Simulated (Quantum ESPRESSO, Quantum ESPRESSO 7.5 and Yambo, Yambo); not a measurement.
# A GW chain in Yambo: AlAs (F-43m)

How does a plane-wave GW calculation on AlAs (F-43m) run from the first input to the gap?

Program: Quantum ESPRESSO 7.5 and Yambo 5.3.0. Level of theory: PBE and many-body steps on it, plane waves. Results are calculated unless marked as measured.

**What was measured.**

- Gap 3.018 eV: lowest direct gap at Gamma; earlier measurement quoted from literature, technique not stated; 300 K; bulk crystal (pure AlAs, literature value used as model input) (quoted in “Simultaneous Measurement of Mid-Infrared Refractive Indices in Thin-Film Heterostructures: Methodology and Results for GaAs/AlGaAs”, 2023, arxiv:2301.08293).

Most raw output is cut from this account.

**1. The structure**

Symmetry: F-43m, No. 216, cubic system. The conventional cell has a = 5.661 Å, b = 5.661 Å, c = 5.661 Å, α = 90.00°, β = 90.00°, γ = 90.00°. Nearest to Al lie 4 As at 2.45 Å. Nearest to As lie 4 Al at 2.45 Å. Farther neighbours are not listed.

The cell and positions come from the Crystallography Open Database and are kept as given unless a step says otherwise.

**2. Ground state**

This step: Quantum ESPRESSO 7.5; DFT, PBE, plane waves, norm-conserving pseudopotentials.

The ground-state density comes first.

The input, pw.in:

```
&control
  calculation = 'scf'
  prefix = 'x'
  outdir = 'o'
  pseudo_dir = 'pseudo'
/
&system
  ibrav = 0
  nat = 2
  ntyp = 2
  ecutwfc = 100.0
  nbnd = 18
  force_symmorphic = .true.
/
&electrons
  conv_thr = 1e-10
  electron_maxstep = 80
  mixing_beta = 0.5
/
ATOMIC_SPECIES
  Al 26.982 Al.upf
  As 74.922 As.upf
CELL_PARAMETERS angstrom
  0.0000000000 2.8304000000 2.8304000000
  2.8304000000 0.0000000000 2.8304000000
  2.8304000000 2.8304000000 -0.0000000000
ATOMIC_POSITIONS crystal
  Al 0.0000000000 0.0000000000 0.0000000000
  As 0.2500000000 0.2500000000 0.2500000000
K_POINTS automatic
  6 6 6 0 0 0
```

On the command line:

```console
$ OMP_NUM_THREADS=1 mpirun -n 4 pw.x -nk 4 -in pw.in > pw.out
```

It took 8.2 s on 4 MPI ranks of Arm Neoverse V1, shared host; peak memory 0.3 GiB.

This step gave:

| Item | Value |
| --- | --- |
| total energy | -8370.4302 eV |
| gap | 1.438 eV |
| k of the valence top | 0, 0, 0 |
| k of the conduction bottom | 0, -0.5, -0.5 |
| least direct gap | 2.050 eV |

The gap is indirect, with the least direct gap 0.61 eV higher.

**3. Bands along the symmetry lines**

Levels along a band path, at the cheap level, show where the edges lie and whether the meshes to come will hold them.

The input, pw.in:

```
&control
  calculation = 'bands'
  prefix = 'x'
  outdir = 'o'
  pseudo_dir = 'pseudo'
/
&system
  ibrav = 0
  nat = 2
  ntyp = 2
  ecutwfc = 100.0
  nbnd = 19
  force_symmorphic = .true.
/
&electrons
  conv_thr = 1e-9
  electron_maxstep = 80
  diago_full_acc = .true.
  diago_thr_init = 5e-6
/
ATOMIC_SPECIES
  Al 26.982 Al.upf
  As 74.922 As.upf
CELL_PARAMETERS angstrom
  0.0000000000 2.8304000000 2.8304000000
  2.8304000000 0.0000000000 2.8304000000
  2.8304000000 2.8304000000 -0.0000000000
ATOMIC_POSITIONS crystal
  Al 0.0000000000 0.0000000000 0.0000000000
  As 0.2500000000 0.2500000000 0.2500000000
K_POINTS crystal
  50
  0.00000000 0.00000000 0.00000000 1
  -0.06250000 -0.06250000 0.00000000 1
  -0.12500000 -0.12500000 0.00000000 1
  -0.18750000 -0.18750000 0.00000000 1
  -0.25000000 -0.25000000 0.00000000 1
  -0.31250000 -0.31250000 0.00000000 1
  -0.37500000 -0.37500000 0.00000000 1
  -0.43750000 -0.43750000 0.00000000 1
  -0.50000000 -0.50000000 0.00000000 1
  -0.48437500 -0.48437500 0.03125000 1
  -0.46875000 -0.46875000 0.06250000 1
  -0.45312500 -0.45312500 0.09375000 1
  -0.43750000 -0.43750000 0.12500000 1
  -0.42187500 -0.42187500 0.15625000 1
  -0.40625000 -0.40625000 0.18750000 1
  -0.39062500 -0.39062500 0.21875000 1
  -0.37500000 -0.37500000 0.25000000 1
  -0.37500000 0.00000000 0.37500000 1
  -0.32812500 0.00000000 0.32812500 1
  -0.28125000 0.00000000 0.28125000 1
  -0.23437500 0.00000000 0.23437500 1
  -0.18750000 0.00000000 0.18750000 1
  -0.14062500 0.00000000 0.14062500 1
  -0.09375000 0.00000000 0.09375000 1
  -0.04687500 0.00000000 0.04687500 1
  0.00000000 0.00000000 0.00000000 1
  0.00000000 0.00000000 0.06250000 1
  0.00000000 0.00000000 0.12500000 1
  0.00000000 0.00000000 0.18750000 1
  0.00000000 0.00000000 0.25000000 1
  0.00000000 0.00000000 0.31250000 1
  0.00000000 0.00000000 0.37500000 1
  0.00000000 0.00000000 0.43750000 1
  -0.00000000 -0.00000000 0.50000000 1
  -0.06250000 -0.03125000 0.46875000 1
  -0.12500000 -0.06250000 0.43750000 1
  -0.18750000 -0.09375000 0.40625000 1
  -0.25000000 -0.12500000 0.37500000 1
  -0.31250000 -0.15625000 0.34375000 1
  -0.37500000 -0.18750000 0.31250000 1
  -0.43750000 -0.21875000 0.28125000 1
  -0.50000000 -0.25000000 0.25000000 1
  -0.50000000 -0.28125000 0.21875000 1
  -0.50000000 -0.31250000 0.18750000 1
  -0.50000000 -0.34375000 0.15625000 1
  -0.50000000 -0.37500000 0.12500000 1
  -0.50000000 -0.40625000 0.09375000 1
  -0.50000000 -0.43750000 0.06250000 1
  -0.50000000 -0.46875000 0.03125000 1
  -0.50000000 -0.50000000 0.00000000 1
```

It took 6.9 s on 4 MPI ranks; peak memory 0.25 GiB; 28 s of CPU time.

Numbers from this step:

```
gap                        : 1.438 eV
k of the valence top       : 0, 0, 0
k of the conduction bottom : -0.5, -0.5, 0
least direct gap           : 2.050 eV
```

The gap is 1.438 eV, as in the run before at this level.

The electronic bands at the labelled points (eV, zero at the top of the highest filled band):

```
    point  band 10  band 11  band 12  band 13  band 14  band 15  band 16  band 17
        Γ   -11.87     0.00     0.00     0.00     2.05     4.29     4.29     4.29
  halfway   -11.09    -3.21    -1.34    -1.34     2.59     3.78     6.84     6.84
        X    -9.90    -5.43    -2.17    -2.17     1.44     2.30    10.32    10.32
  halfway    -9.90    -5.35    -2.71    -2.08     1.80     3.03     9.53     9.58
        U    -9.93    -5.17    -3.41    -1.80     2.24     4.98     8.18     8.33
jump to K    -9.93    -5.17    -3.41    -1.80     2.24     4.98     8.18     8.33
  halfway   -11.03    -3.68    -2.00    -0.46     3.71     4.97     5.18     5.93
        Γ   -11.87     0.00     0.00     0.00     2.05     4.29     4.29     4.29
  halfway   -11.29    -3.38    -0.48    -0.48     2.62     4.92     4.92     6.46
        L   -10.45    -5.57    -0.82    -0.82     2.14     4.69     4.69     7.76
  halfway   -10.19    -5.26    -2.69    -1.54     3.67     4.25     6.68     7.66
        W    -9.87    -5.08    -3.18    -2.82     4.33     5.65     5.71     6.07
  halfway    -9.89    -5.28    -2.69    -2.54     2.50     3.41     8.13     8.86
        X    -9.90    -5.43    -2.17    -2.17     1.44     2.30    10.32    10.32
```

**4. Empty states on the mesh, 4×4×4 mesh, 115 bands**

The sums over transitions need many empty states on a uniform mesh; this step solves for them.

The input, pw.in:

```
&control
  calculation = 'nscf'
  prefix = 'x'
  outdir = 'o'
  pseudo_dir = 'pseudo'
/
&system
  ibrav = 0
  nat = 2
  ntyp = 2
  ecutwfc = 100.0
  nbnd = 115
  force_symmorphic = .true.
/
&electrons
  conv_thr = 1e-9
  electron_maxstep = 80
  diago_full_acc = .true.
  diago_thr_init = 5e-6
/
ATOMIC_SPECIES
  Al 26.982 Al.upf
  As 74.922 As.upf
CELL_PARAMETERS angstrom
  0.0000000000 2.8304000000 2.8304000000
  2.8304000000 0.0000000000 2.8304000000
  2.8304000000 2.8304000000 -0.0000000000
ATOMIC_POSITIONS crystal
  Al 0.0000000000 0.0000000000 0.0000000000
  As 0.2500000000 0.2500000000 0.2500000000
K_POINTS automatic
  4 4 4 0 0 0
```

The job ended after 11 s (4 MPI ranks; peak memory 0.41 GiB).

This step gave:

- gap: 1.438 eV
- k of the valence top: 0, 0, 0
- k of the conduction bottom: 0, -0.5, -0.5
- least direct gap: 2.050 eV
- k points computed: 8
- lowest point of the top converged band, above the valence top: 87.2396 eV

On this mesh the gap is 1.438 eV.

**5. Conversion and set-up**

This step: Yambo 5.3.0; conversion and set-up on PBE, plane waves, norm-conserving pseudopotentials.

The states are converted to the many-body program's format and the q mesh is built.

On the command line:

```console
$ (cd o/x.save; p2y > p2y.log; mv SAVE ../..); yambo > setup.log
```

It took 3.1 s on 1 MPI rank; peak memory 0.25 GiB.

**6. Screening and self-energy, 4×4×4 mesh, 115 bands, screening to 197.3 eV**

G0W0 replaces the xc potential by the self-energy, built once from these orbitals. Only a window of levels is corrected, while the sums run over the empty bands that the input names.

This step: G0W0 on PBE, plane waves, norm-conserving pseudopotentials.

The input, gw1.in:

```
HF_and_locXC
gw0
dyson
ppa
em1d
rim_cut
RandQpts= 1000000
RandGvec= 1 RL
EXXRLvcs= 100 Ry
VXCRLvcs= 400 Ry
Chimod= "HARTREE"
% BndsRnXp
 1 | 115 |
%
NGsBlkXp= 14.5 Ry
% LongDrXp
 1 | 1 | 1 |
%
% GbndRnge
 1 | 115 |
%
DysSolver= "n"
ExtendOut
PPAPntXp= 27.21138 eV
% QPkrange
 1 | 8 | 10 | 17 |
%
```

On the command line:

```console
$ OMP_NUM_THREADS=1 mpirun -n 4 yambo -F gw1.in -J gw1 -C gw1 > gw1.log
```

Elapsed: 8.4 min, on 4 MPI ranks; peak memory 2 GiB.

This step gave:

```
G0W0 gap on the mesh                         : 1.957 eV
starting gap on the mesh                     : 1.438 eV
k of the valence top                         : 0, 0, 0
k of the conduction bottom                   : 0, -0.5, -0.5
least direct G0W0 gap on the computed points : 2.821 eV
Z at the valence top                         : 0.7874
Z at the conduction bottom                   : 0.8042
```

The gap on the mesh goes from 1.44 eV to 1.96 eV, a correction of +0.52 eV.

Limits: finite bands, cutoff and mesh; no spin-orbit coupling; coarse k mesh. v1 is the top filled band, c1 the lowest empty one. Levels before and after the correction, in eV, zero at the valence-band top of each column:

|  | conduction bottom | valence top |
| --- | --- | --- |
| Kohn-Sham | 1.44 | 0.00 |
| G0W0 | 1.96 | 0.00 |

|  | level | energy (eV) |
| --- | --- | --- |
| Kohn-Sham | Γ v3-v1 | 0.000 |
| Kohn-Sham | Γ c1 | 2.050 |
| Kohn-Sham | Γ c2-c3 | 4.292 |
| Kohn-Sham | (0 -0.5 -0.5) v3 | -5.426 |
| Kohn-Sham | (0 -0.5 -0.5) v2-v1 | -2.173 |
| Kohn-Sham | (0 -0.5 -0.5) c1 | 1.438 |
| Kohn-Sham | (0 -0.5 -0.5) c2 | 2.301 |
| Kohn-Sham | (0 -0.5 -0.5) c3 | 10.325 |
| G0W0 | Γ v3-v1 | 0.000 |
| G0W0 | Γ c1 | 2.821 |
| G0W0 | Γ c2-c3 | 4.973 |
| G0W0 | (0 -0.5 -0.5) v3 | -5.725 |
| G0W0 | (0 -0.5 -0.5) v2-v1 | -2.372 |
| G0W0 | (0 -0.5 -0.5) c1 | 1.957 |
| G0W0 | (0 -0.5 -0.5) c2 | 2.947 |
| G0W0 | (0 -0.5 -0.5) c3 | 11.012 |

**7. Where the time went**

Times are wall times on the hardware named with each run, good to a factor of about two.

```csv
step,time,share,memory (GiB)
ground state,8.2 s,2 %,0.3
bands along the symmetry lines,6.9 s,1 %,0.25
empty states on the mesh,11 s,2 %,0.41
conversion and set-up,3.1 s,1 %,0.25
screening and self-energy,8.4 min,95 %,2.0
```

**8. Summary of results**

| Item | Value |
| --- | --- |
| PBE gap | 1.44 eV, indirect |
| G0W0 gap on the mesh | 1.96 eV |
| GW settings | 4×4×4 mesh, 115 bands, screening to 197.3 eV, Godby-Needs plasmon pole |
| known limits | not at the basis limit; no spin-orbit coupling; coarse k mesh |

G0W0 moves the gap on the mesh from 1.44 eV to 1.96 eV (+0.52 eV), with Z of 0.79 and 0.80 at the edges. The dearest step here is «screening and self-energy». Against experiment, by G0W0@PBE: the direct gap of 2.82 eV lies −0.20 eV from the measured 3.018 eV (direct, 300 K, quoted 2023). An exciton line or allowed optical edge lies below the quasiparticle gap by the binding energy; a forbidden edge can push the onset above it. The calculation has static nuclei and no excitons; a measured gap holds zero-point and thermal motion, which mostly lowers it. Bands and cutoff are finite, so the gap is not at the basis limit. The miss can reach some tenths of an eV and take either sign; the mesh is an error of its own. The 4×4×4 mesh is coarse for this cell, which bears on the long-range parts of exchange and screening. The many-body steps are scalar-relativistic: spin-orbit coupling is not in them.

[Paths, hosts, dates, memory and timing lines, banners, echoed tables and standing remarks are left out of the program output.]

[Logs are printed without paths, hosts, clocks, repeated set-up lines and the standing remarks that a program may print on its own settings, such as how far it seeks lower states.]

[Runs of the session that timed out or met a known fault of the program may be left out.]

[Hosts, paths, dates, database ids (printed as entryN), source tags and the programs' standing remarks are cut or masked in the printed files.]
